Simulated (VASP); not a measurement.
LaH3, 4 atoms in the cell. The structure is cubic, space group Fm-3m (No. 225). Conventional cell: a = 5.573 Å, b = 5.573 Å, c = 5.573 Å, α = 90.00°, β = 90.00°, γ = 90.00°. Around La (site symmetry m-3m) lie 8 H at 2.41 Å. Around H (site symmetry -43m) lie 4 La at 2.41 Å and 4 H at 2.41 Å. H (site symmetry m-3m) has 8 H at 2.41 Å as nearest neighbours. The cell comes from a database or a generator and needn't be the stable form of this composition.

```yaml
Program: VASP 6.6.1
Task: relaxation of cell and atoms
Functional: r2SCAN
Potentials_or_basis: VASP PAW PBE potentials, release 64 (La, H)
Cutoff: 600 eV
k_mesh: 8 × 8 × 8
Occupations: gaussian, width 0.05 eV
Spin: no spin polarisation
Further_INCAR_settings: ALGO = Normal; EDIFF = 1e-06; IBRION = 2; EDIFFG = -0.01; NSW = 60; ISIF = 3
```

Potentials or basis: VASP PAW PBE potentials, release 64 (La, H).

The run is started by

```bash
$ cat potpaw_PBE.64/La/POTCAR potpaw_PBE.64/H/POTCAR > POTCAR
$ mpirun -np 1 vasp_std > vasp.out
```

Hardware: 1 thread of Intel(R) Xeon(R) 6975P-C (Granite Rapids), on a shared host.

Problem. Estimate the wall time of this run.

Solution. Wall time 86 s on 1 thread of Intel(R) Xeon(R) 6975P-C (Granite Rapids), with other jobs on the host, peak memory 0.21 GiB. Counts: scf iterations 37, k points 29, ion steps 2.
